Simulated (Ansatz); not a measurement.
Input for Ansatz (plane-wave DFT), Nb:

```yaml
crystal:
  lattice:
    - [-1.6588161896, 1.6588161896, 1.6588161896]
    - [1.6588161896, -1.6588161896, 1.6588161896]
    - [1.6588161896, 1.6588161896, -1.6588161896]
  atoms:
    - { symbol: Nb, position: [0.0, 0.0, 0.0] }
basis:
  ecutwfc: 420
kpoints:
  mp_grid: { grid: [10, 10, 10] }
hamiltonian:
  xc: pbe
scf:
  occupations: { method: gaussian, width: 0.1 }
  mixing: { algorithm: broyden, ndim: 1, beta: 1.0, preconditioner: none }
  initial_density: { chi_scale: 0, normalization: atom }
  max_iter: 85
output:
  forces: true
  stress: true
  eigenvalues: false
```

Command:

```bash
ansatz run input.yaml --threads 1 --pin off --max-ram 1331MiB --backend cpu --events-out ev --progress --plain --runs-dir out
```

Output, shortened (HF is the Harris–Foulkes energy, dr2 the density residual in eV):

```text
Pseudopotential: Nb, paw, valence charge 13, recommended cutoff 420 eV (normal)
Crystal: 1 atom, lattice volume = 18.258 Å³
Basis set: ecut = 420 eV, 369 PW (Γ), exchange–correlation on 40×40×40 points (8 copies of the dense FFT grid, shifted against one another)
Bands: 11, of which v1, the nominal top of the filled ones, is band 7 counted from 1 (6 counted from 0)
Symmetry: 48 space group operations
Space group: Im-3m (ITA 229), of the structure as read, at distance tolerance 2.6e-5 Å
k-points: 47 of 1000
Initial density: superposition of atomic densities
SCF iter   1: HF=-4552.723787 eV  Δρ=7.86e-2  dr2=1.29e0
SCF iter   2: HF=-4552.654508 eV  Δρ=6.75e-2  dr2=9.36e-1  κ⁻¹=1.0e0(r=1)
SCF iter   3: HF=-4552.266199 eV  Δρ=4.84e-3  dr2=3.72e-3  κ⁻¹=1.0e0(r=1)
SCF iter   4: HF=-4552.264200 eV  Δρ=3.58e-4  dr2=1.10e-5  κ⁻¹=1.0e0(r=1)
SCF iter   5: HF=-4552.264195 eV  Δρ=2.45e-5  dr2=1.25e-7  κ⁻¹=1.0e0(r=1)
SCF iter   6: F=-4552.264195 eV  HF=-4552.264195 eV  Δρ=1.55e-5  dr2=5.11e-8
SCF 1 converged in 6 iterations: F = -4552.264195 eV  dr2 = 5.11e-8
SCF converged after 6 iterations
Stability not checked: this state was not tested for a lower state beside it, because the mixer in use, unlike msr1, does not test its closes by its own steps (another_mixer; see scf.mixing.algorithm and scf.lower_state_search)
Free energy (F): -4552.264195 eV
E sigma→0 (E₀):  -4552.259830 eV
Entropy (-TS):   -0.008730 eV (-8.730 meV/atom)
Fermi energy:    17.521373 eV
--- Forces (eV/Å), atoms counted from 1 ---
  atom   1  Nb    -0.00000000    -0.00000000    -0.00000000
--- Stress (GPa, compression-positive) ---
       -0.839076      -0.000000      -0.000000
       -0.000000      -0.839076       0.000000
       -0.000000       0.000000      -0.839076
  P = ⅓ Tr σ = -0.8391 GPa (-8.391 kbar)
```

These settings were drawn at random to show what each does; none of the numbers is a converged property of the crystal.